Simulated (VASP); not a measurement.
Here is a VASP 6.6.1 calculation.

INCAR

```
  PREC = Accurate
  ENCUT = 550
  EDIFF = 1E-7
  ISMEAR = -5
  SIGMA = 0.05
  LREAL = False
  LASPH = True
  NELM = 60
  ALGO = Normal
  ISIF = 2
  LWAVE = False
  LCHARG = False
  METAGGA = RSCAN
  LMIXTAU = True
  LORBIT = 11
  NEDOS = 1001
```

Contents of MgSi.cif:

```cif
data_MgSi
_cell_length_a 3.00502400
_cell_length_b 10.85203200
_cell_length_c 4.34017800
_cell_angle_alpha 90.00000000
_cell_angle_beta 90.00000000
_cell_angle_gamma 90.00000000
_space_group_name_H-M_alt 'Cmcm'
_space_group_name_Hall '-C 2c 2'
_space_group_IT_number 63
loop_
_space_group_symop_operation_xyz
'x,y,z'
'-x,-y,-z'
'-x,-y,z+1/2'
'x,y,-z+1/2'
'x,-y,-z'
'-x,y,z'
'-x,y,-z+1/2'
'x,-y,z+1/2'
'x+1/2,y+1/2,z'
'-x+1/2,-y+1/2,-z'
'-x+1/2,-y+1/2,z+1/2'
'x+1/2,y+1/2,-z+1/2'
'x+1/2,-y+1/2,-z'
'-x+1/2,y+1/2,z'
'-x+1/2,y+1/2,-z+1/2'
'x+1/2,-y+1/2,z+1/2'
loop_
_atom_site_label
_atom_site_type_symbol
_atom_site_symmetry_multiplicity
_atom_site_Wyckoff_symbol
_atom_site_fract_x
_atom_site_fract_y
_atom_site_fract_z
_atom_site_occupancy
Si1 Si 4 c 0.5000000000 0.9293620000 0.7500000000 1
Mg1 Mg 4 c 0.0000000000 0.8316190000 0.2500000000 1
```

The input KPOINTS:

```
regular mesh
0
Gamma
  9 3 6
```

File POSCAR:

```
Si Mg
 1.0000000000000000
     3.0050240000000001    0.0000000000000000    0.0000000000000000
     0.0000000000000000   10.8520319999999995    0.0000000000000000
     0.0000000000000000    0.0000000000000000    4.3401779999999999
 Si  Mg 
   4   4
Cartesian
  1.5025120000000001 10.0854661635839999  3.2551334999999999
  1.5025120000000001  0.7665658364159997  1.0850445000000000
  0.0000000000000000  4.6594501635840002  3.2551334999999999
  0.0000000000000000  6.1925818364159992  1.0850445000000000
  0.0000000000000000  9.0247559998079989  1.0850445000000000
  0.0000000000000000  1.8272760001920012  3.2551334999999999
  1.5025120000000001  3.5987399998079987  1.0850445000000000
  1.5025120000000001  7.2532920001920012  3.2551334999999999
```

Potentials or basis: VASP PAW PBE potentials, release 64 (Si_GW, Mg_GW).

The run is started by

```bash
$ ase convert -i cif -o vasp MgSi.cif POSCAR
$ cat potpaw_PBE.64/Si_GW/POTCAR potpaw_PBE.64/Mg_GW/POTCAR > POTCAR
$ mpirun -np 1 vasp_std > vasp.out
```

(1) Predict the band gap on the k mesh.

(2) What does it give for the largest force?

Answers

(1) none (metal or under the smearing width).

(2) 0.247 eV/Å.

Caveat: the PAW data sets were made with another functional, which shifts forces and pressure a little; tetrahedron occupations give inexact forces and stress in metals.
